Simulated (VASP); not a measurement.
# CdTe (F-43m) in VASP: notebook

One crystal, CdTe, is run at these levels: PBE; tasks: relaxation of cell and atoms.

All numbers are computed with VASP 6.6.1; they aren't measurements. Logs are shortened: lines on timing, memory, paths and dates and some standing lists are left out, and cuts for length are marked.

### Step 1. The crystal as given

It takes space group F-43m (No. 216, cubic). The conventional cell has a = 6.410 Å, b = 6.410 Å, c = 6.410 Å, α = 90.00°, β = 90.00°, γ = 90.00°. Around Cd (site symmetry -43m) lie 4 Te at 2.78 Å. Te (site symmetry -43m) is surrounded by 4 Cd at 2.78 Å.

### Step 2. Relaxation of cell and atoms, PBE

INCAR

```
PREC = Accurate
ENCUT = 520
EDIFF = 1E-7
ISMEAR = 0
SIGMA = 0.02
LREAL = F
LASPH = T
NELM = 100
ALGO = Normal
ISIF = 3
LWAVE = F
LCHARG = F
GGA = PE
IBRION = 2
NSW = 80
EDIFFG = -0.002
KPAR = 4
```

KPOINTS

```
regular mesh
0
Gamma
  8 8 8
```

POSCAR

```
CdTe
1.0
    0.0000000000      3.2050000000      3.2050000000
    3.2050000000      0.0000000000      3.2050000000
    3.2050000000      3.2050000000      0.0000000000
Cd Te
1 1
Direct
    0.0000000000      0.0000000000      0.0000000000
    0.2500000000      0.2500000000      0.2500000000
```

Potentials or basis: VASP PAW PBE potentials, release 64 (Cd, Te).

Started as:

```
cat potpaw_PBE.64/Cd/POTCAR potpaw_PBE.64/Te/POTCAR > POTCAR
mpirun -np 4 vasp_std > vasp.out
```

OUTCAR:

```text
PREC = Accurate
   ENCUT = 520
   EDIFF = 1E-7
   ISMEAR = 0
   LREAL = F
   LASPH = T
   NELM = 100
   ISIF = 3
   GGA = PE
   IBRION = 2
   NSW = 80
   EDIFFG = -0.002

 ion  position               nearest neighbor table
   1  0.000  0.000  0.000-   2 2.78   2 2.78   2 2.78   2 2.78
   2  0.250  0.250  0.250-   1 2.78   1 2.78   1 2.78   1 2.78

  LATTYP: Found a face centered cubic cell.
 ALAT       =     6.4100000000

  Lattice vectors:

 A1 = (   0.0000000000,   3.2050000000,   3.2050000000)
 A2 = (   3.2050000000,   0.0000000000,   3.2050000000)
 A3 = (   3.2050000000,   3.2050000000,   0.0000000000)

Analysis of symmetry for initial positions (statically):
=====================================================================
 Subroutine PRICEL returns:
 Original cell was already a primitive cell.

 Routine SETGRP: Setting up the symmetry group for a
 face centered cubic supercell.

 Subroutine GETGRP returns: Found 24 space group operations
 (whereof 24 operations were pure point group operations)
 out of a pool of 48 trial point group operations.

The static configuration has the point symmetry T_d .

Analysis of symmetry for dynamics (positions and initial velocities):
=====================================================================
 Subroutine PRICEL returns:
 Original cell was already a primitive cell.

 Routine SETGRP: Setting up the symmetry group for a
 face centered cubic supercell.

 Subroutine GETGRP returns: Found 24 space group operations
 (whereof 24 operations were pure point group operations)
 out of a pool of 48 trial point group operations.

The dynamic configuration has the point symmetry T_d .

 Subroutine INISYM returns: Found 24 space group operations
 (whereof 24 operations are pure point group operations),
 and found     1 'primitive' translations

----------------------------------------------------------------------------------------

                                     Primitive cell

  volume of cell :      65.8437

  direct lattice vectors                    reciprocal lattice vectors
     0.000000000  3.205000000  3.205000000    -0.156006240  0.156006240  0.156006240
     3.205000000  0.000000000  3.205000000     0.156006240 -0.156006240  0.156006240
     3.205000000  3.205000000  0.000000000     0.156006240  0.156006240 -0.156006240

  length of vectors
     4.532554467  4.532554467  4.532554467     0.270210734  0.270210734  0.270210734

[... 104 lines left out ...]
   LORBIT       =      0    0 simple, 1 ext, 2 COOP (PROOUT), +10 PAW based schemes
   GGA     = PE    functional components
   LHFCALC =     F    Hartree Fock is set to
   AEXX    =    0.0000 exact exchange contribution
   IVDW    =     0    specifies the selected vdW correction
   LEPSILON=     F    determine dielectric tensor
   LRPA    =     F    only Hartree local field effects (RPA)
 conjugate gradient relaxation of ions
 non-spin polarized calculation
 Gauss-broadening in eV      SIGMA  =   0.02
  energy-cutoff  :      520.00
  volume of cell :       65.84
 maximum number of plane-waves:      1807
 NGX is ok and might be reduce to    36
   NGX = 17   NGY = 17   NGZ = 17

--------------------------------------- Ionic step        1  -------------------------------------------

 number of electron      17.9999995 magnetization

 Free energy of the ion-electron system (eV)
  ---------------------------------------------------
  ext. energy  EPLUGINS =         0.00000000
  ---------------------------------------------------
  free energy    TOTEN  =        -4.72671762 eV

  energy without entropy =       -4.72671762  energy(sigma->0) =       -4.72671762

------------------------ aborting loop because EDIFF is reached ----------------------------------------

  FORCE on cell =-STRESS in cart. coord.  units (eV):
  Direction    XX          YY          ZZ          XY          YZ          ZX
  --------------------------------------------------------------------------------------
  -------------------------------------------------------------------------------------
  Total        1.8041105      1.8041105      1.8041105      0.0000000      0.0000000      0.0000000
  in kB       43.8995058     43.8995058     43.8995058      0.0000000      0.0000000      0.0000000
  external PRESSURE =      43.8995058 kB  Pullay stress =       0.0000000 kB
[... 131 lines left out ...]
--------------------------------------- Ionic step        5  -------------------------------------------

 number of electron      18.0000006 magnetization

 Free energy of the ion-electron system (eV)
  ---------------------------------------------------
  ext. energy  EPLUGINS =         0.00000000
  ---------------------------------------------------
  free energy    TOTEN  =        -4.81187219 eV

  energy without entropy =       -4.81187219  energy(sigma->0) =       -4.81187219

 E-fermi :   1.9210     XC(G=0):  -8.2976

 val. band max:        1.7762795602   @ k =   0.0000   0.0000   0.0000
 cond. band min:       2.3514398663   @ k =   0.0000   0.0000   0.0000
 fundamental gap:      0.5751603061
 Fermi energy:         1.9210007922

 k-point     1 :       0.0000    0.0000    0.0000
  band No.  band energies     occupation
      1      -9.0446      2.00000
      2      -6.3067      2.00000
      3      -6.3067      2.00000
      4      -6.3067      2.00000
      5      -6.0916      2.00000
      6      -6.0916      2.00000
      7       1.7763      2.00000
      8       1.7763      2.00000
      9       1.7763      2.00000
     10       2.3514      0.00000
     11       6.4164      0.00000
     12       6.4164      0.00000
     13       6.4164      0.00000
[... 354 lines left out ...]
  band No.  band energies     occupation
      1      -8.6560      2.00000
      2      -6.2333      2.00000
      3      -6.2236      2.00000
      4      -6.1034      2.00000
      5      -6.0865      2.00000
      6      -5.7094      2.00000
      7      -2.1347      2.00000
      8      -0.0735      2.00000
      9       0.6605      2.00000
     10       4.8638      0.00000
     11       6.4377      0.00000
     12       7.6544      0.00000
     13       8.7892      0.00000

 [... further k-points ...]

------------------------ aborting loop because EDIFF is reached ----------------------------------------

  FORCE on cell =-STRESS in cart. coord.  units (eV):
  Direction    XX          YY          ZZ          XY          YZ          ZX
  --------------------------------------------------------------------------------------
  -------------------------------------------------------------------------------------
  Total        0.0020159      0.0020159      0.0020159      0.0000000      0.0000000      0.0000000
  in kB        0.0444538      0.0444538      0.0444538      0.0000000      0.0000000      0.0000000
  external PRESSURE =       0.0444538 kB  Pullay stress =       0.0000000 kB
[... 17 lines left out ...]
  FREE ENERGIE OF THE ION-ELECTRON SYSTEM (eV)
  ---------------------------------------------------
  free  energy   TOTEN  =        -4.8118721886 eV

  energy  without entropy=       -4.8118721886  energy(sigma->0) =       -4.81187219

 reached required accuracy - stopping structural energy minimisation
```

CONTCAR:

```text
CdTe
   1.00000000000000
     0.0000000000000000    3.3119121394619526    3.3119121394619526
     3.3119121394619526    0.0000000000000000    3.3119121394619526
     3.3119121394619526    3.3119121394619526    0.0000000000000000
  Cd              Te
     1     1
Direct
     0.0000000000000000    0.0000000000000000    0.0000000000000000
     0.2500000000000000    0.2500000000000000    0.2500000000000000

  0.00000000E+00  0.00000000E+00  0.00000000E+00
  0.00000000E+00  0.00000000E+00  0.00000000E+00
```

It took 46 s on 4 MPI ranks of AMD EPYC 7R13 (Zen 3), shared host; peak memory 0.21 GiB.

What came out:

```yaml
Free_energy: -4.8119 eV
Relaxed_volume: 36.33 Å³/atom
Relaxed_cell: a = 4.684 Å, b = 4.684 Å, c = 4.684 Å, α = 60.00°, β = 60.00°, γ = 60.00°
Space_group_after_relaxing_to_0.05_Å: F-43m (No. 216)
Energy_gained_by_relaxing: 42.6 meV/atom
Ionic_steps: 5
Pressure_after_relaxing: 0.0 GPa
Band_gap_on_the_k_mesh: 0.58 eV, direct
```

Step by step:
```csv
step,energy change (eV),largest force (eV/Å),pressure (GPa),volume (Å³)
1,0.0000,0.0000,4.39,65.84
2,-0.0784,0.0000,-0.97,74.82
3,-0.0852,0.0000,0.02,72.63
4,-0.0851,0.0000,-0.05,72.77
5,-0.0852,0.0000,0.00,72.66
```

Final structure:
```xyz
2
Lattice="0.0000 3.3119 3.3119 3.3119 0.0000 3.3119 3.3119 3.3119 0.0000" Properties=species:S:1:pos:R:3 pbc="T T T"
Cd    0.0000    0.0000    0.0000
Te    1.6560    1.6560    1.6560
```

Levels at points of the mesh, in eV from the valence-band top:
```tsv
k point	band 5	band 6	band 7	band 8	band 9	band 10	band 11	band 12	band 13
(0.00, 0.00, 0.00)	-7.87	-7.87	0.00	0.00	0.00	0.58	4.64	4.64	4.64
(0.50, 0.00, 0.00)	-7.86	-7.57	-4.07	-0.68	-0.68	1.75	5.21	5.21	7.01
(0.50, 0.50, 0.00)	-7.84	-7.45	-4.00	-1.65	-1.65	2.67	2.75	8.50	8.80
```

Caveat: spin-orbit coupling is left out, which moves the levels of the heavy elements; the volume moved by +10 % from the deposited cell, more than functionals usually miss. PBE gaps usually lie below the measured ones, often by a third to a half.

### Step 3. Relaxation of cell and atoms, PBE

This run uses another cell than the first one, of 36.33 Å³/atom, 1.103 times its volume.

INCAR is that of step 2.

KPOINTS is that of step 2.

POSCAR

```
CdTe                                    
1.0
    0.0000000000      3.3119121395      3.3119121395
    3.3119121395      0.0000000000      3.3119121395
    3.3119121395      3.3119121395      0.0000000000
  Cd              Te            
     1     1
Direct
     0.0000000000000000    0.0000000000000000    0.0000000000000000
     0.2500000000000000    0.2500000000000000    0.2500000000000000
```

Potentials or basis: VASP PAW PBE potentials, release 64 (Cd, Te).

Started as:

```
cat potpaw_PBE.64/Cd/POTCAR potpaw_PBE.64/Te/POTCAR > POTCAR
mpirun -np 4 vasp_std > vasp.out
```

OUTCAR:

```text
PREC = Accurate
   ENCUT = 520
   EDIFF = 1E-7
   ISMEAR = 0
   LREAL = F
   LASPH = T
   NELM = 100
   ISIF = 3
   GGA = PE
   IBRION = 2
   NSW = 80
   EDIFFG = -0.002

 ion  position               nearest neighbor table
   1  0.000  0.000  0.000-   2 2.87   2 2.87   2 2.87   2 2.87
   2  0.250  0.250  0.250-   1 2.87   1 2.87   1 2.87   1 2.87

  LATTYP: Found a face centered cubic cell.
 ALAT       =     6.6238242790

[... 623 lines left out ...]

  FORCE on cell =-STRESS in cart. coord.  units (eV):
  Direction    XX          YY          ZZ          XY          YZ          ZX
  --------------------------------------------------------------------------------------
  -------------------------------------------------------------------------------------
  Total       -0.0009834     -0.0009834     -0.0009834     -0.0000000     -0.0000000     -0.0000000
  in kB       -0.0216742     -0.0216742     -0.0216742     -0.0000000     -0.0000000     -0.0000000
  external PRESSURE =      -0.0216742 kB  Pullay stress =       0.0000000 kB

 VOLUME and BASIS-vectors are now :
 -----------------------------------------------------------------------------
  energy-cutoff  :      520.00
  volume of cell :       72.69
      direct lattice vectors                 reciprocal lattice vectors
    -0.000000000  3.312459683  3.312459683    -0.150945233  0.150945233  0.150945233
     3.312459683  0.000000000  3.312459683     0.150945233 -0.150945233  0.150945233
     3.312459683  3.312459683 -0.000000000     0.150945233  0.150945233 -0.150945233

 POSITION                                       TOTAL-FORCE (eV/Angst)
 -----------------------------------------------------------------------------------
      0.00000      0.00000      0.00000         0.000000      0.000000      0.000000
      1.65623      1.65623      1.65623        -0.000000     -0.000000     -0.000000
 -----------------------------------------------------------------------------------
    total drift:                               -0.000000     -0.000000     -0.000001

  FREE ENERGIE OF THE ION-ELECTRON SYSTEM (eV)
  ---------------------------------------------------
  free  energy   TOTEN  =        -4.8121197283 eV

  energy  without entropy=       -4.8121197283  energy(sigma->0) =       -4.81211973

 reached required accuracy - stopping structural energy minimisation
```

OSZICAR:

```text
N       E                     dE             d eps       ncg     rms          rms(c)
DAV:   1     0.100078859662E+03    0.10008E+03   -0.82947E+03   754   0.119E+03
DAV:   2    -0.795045159531E+00   -0.10087E+03   -0.97057E+02   824   0.271E+02
DAV:   3    -0.500525682379E+01   -0.42102E+01   -0.41949E+01   914   0.585E+01
[... 15 lines left out ...]
DAV:   3    -0.481212143782E+01    0.41580E-05   -0.95332E-06   794   0.331E-02    0.131E-02
DAV:   4    -0.481212000611E+01    0.14317E-05   -0.96991E-07   824   0.785E-03    0.259E-03
DAV:   5    -0.481211978311E+01    0.22300E-06   -0.10886E-07   397   0.440E-03    0.152E-03
DAV:   6    -0.481211967666E+01    0.10645E-06   -0.41062E-08   387   0.213E-03    0.595E-04
DAV:   7    -0.481211972827E+01   -0.51612E-07   -0.82034E-09   377   0.101E-03
   2 F= -.48121197E+01 E0= -.48121197E+01  d E =-.132691E-05
```

Wall time 19 s (4 MPI ranks of AMD EPYC 7R13 (Zen 3), shared host); peak memory 0.2 GiB.

Results:

- Free energy: -4.8121 eV
- Relaxed volume: 36.35 Å³/atom
- Relaxed cell: a = 4.685 Å, b = 4.685 Å, c = 4.685 Å, α = 60.00°, β = 60.00°, γ = 60.00°
- Space group after relaxing (to 0.05 Å): F-43m (No. 216)
- Energy gained by relaxing: 0.0 meV/atom
- Ionic steps: 2
- Pressure after relaxing: 0.0 GPa
- Band gap on the k mesh: 0.57 eV, direct

Final structure:
```
Cd Te
1.0
     0.00000    3.31246    3.31246
     3.31246    0.00000    3.31246
     3.31246    3.31246    0.00000
Cd Te
1 1
Direct
  0.00000 0.00000 0.00000
  0.25000 0.25000 0.25000
```

Levels at points of the mesh, in eV from the valence-band top:
| k point | band 5 | band 6 | band 7 | band 8 | band 9 | band 10 | band 11 | band 12 | band 13 |
| --- | --- | --- | --- | --- | --- | --- | --- | --- | --- |
| (0.00, 0.00, 0.00) | -7.87 | -7.87 | 0.00 | 0.00 | 0.00 | 0.57 | 4.64 | 4.64 | 4.64 |
| (0.50, 0.00, 0.00) | -7.86 | -7.57 | -4.06 | -0.68 | -0.68 | 1.75 | 5.21 | 5.21 | 7.01 |
| (0.50, 0.50, 0.00) | -7.84 | -7.45 | -4.00 | -1.65 | -1.65 | 2.67 | 2.75 | 8.50 | 8.80 |

Caveat: spin-orbit coupling is left out, which moves the levels of the heavy elements.
